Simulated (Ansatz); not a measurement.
A (120) slab of BN (Fmm2 (No. 42)), 11 planes, outer planes BN (top) and BN (bottom), with 22 atoms (B11N11) in a surface cell of A = 18.115 Å², as cut from the bulk:

```yaml
crystal:
  lattice:
    - [4.33766, 0.00000, 0.00000]
    - [-2.16883, 4.17620, 0.00000]
    - [0.00000, 0.00000, 25.02631]
  atoms:
    - { symbol: B, position: [0.40975, 0.81972, 0.29968] }
    - { symbol: N, position: [0.74327, 0.81972, 0.29968] }
    - { symbol: B, position: [0.81961, 0.63943, 0.33975] }
    - { symbol: N, position: [0.15312, 0.63943, 0.33975] }
    - { symbol: B, position: [0.22947, 0.45915, 0.37981] }
    - { symbol: N, position: [0.56298, 0.45915, 0.37981] }
    - { symbol: B, position: [0.63933, 0.27887, 0.41987] }
    - { symbol: N, position: [0.97284, 0.27887, 0.41987] }
    - { symbol: B, position: [0.04919, 0.09859, 0.45994] }
    - { symbol: N, position: [0.38270, 0.09859, 0.45994] }
    - { symbol: B, position: [0.45905, 0.91830, 0.50000] }
    - { symbol: N, position: [0.79256, 0.91830, 0.50000] }
    - { symbol: B, position: [0.86890, 0.73802, 0.54006] }
    - { symbol: N, position: [0.20242, 0.73802, 0.54006] }
    - { symbol: B, position: [0.27876, 0.55774, 0.58013] }
    - { symbol: N, position: [0.61228, 0.55774, 0.58013] }
    - { symbol: B, position: [0.68862, 0.37746, 0.62019] }
    - { symbol: N, position: [0.02214, 0.37746, 0.62019] }
    - { symbol: B, position: [0.09848, 0.19717, 0.66025] }
    - { symbol: N, position: [0.43199, 0.19717, 0.66025] }
    - { symbol: B, position: [0.50834, 0.01689, 0.70032] }
    - { symbol: N, position: [0.84185, 0.01689, 0.70032] }
```

These are results of Ansatz 0.2.0, DFT PBE+D3(BJ), scalar-relativistic, plane waves, PAW, not measurements. Cutoff 420 eV; k points 7×7×1 on the computed 22-atom cell (Γ-centred); Gaussian smearing, width 0.05 eV; no spin polarisation.

Against the same 22 atoms in the bulk, the slab as cut lies 9.622 eV higher and the relaxed slab 7.016 eV higher.

Q: Work out the surface energy before and after relaxation.

A: The slab has two faces, so γ = (E_slab − N·E_bulk)/(2A), the mean of both. As cut: 9.622/(2 × 18.115) = 0.2656 eV/Å², and 1 eV/Å² = 16.02 J/m², so γ = 4.25 J/m². Relaxed: 7.016/(2 × 18.115) = 0.1937 eV/Å² = 3.10 J/m². Relaxation recovers 27 % of the cost of cutting.

Q: What is the ideal work of this cut, per area?

A: Griffith's ideal work is 2γ: 8.51 J/m² if the new faces stay rigid, 6.20 J/m² if they relax. One thickness was run, 11 planes, so γ can still shift with it.

The reference crystal is a form of BN, which isn't its usual structure.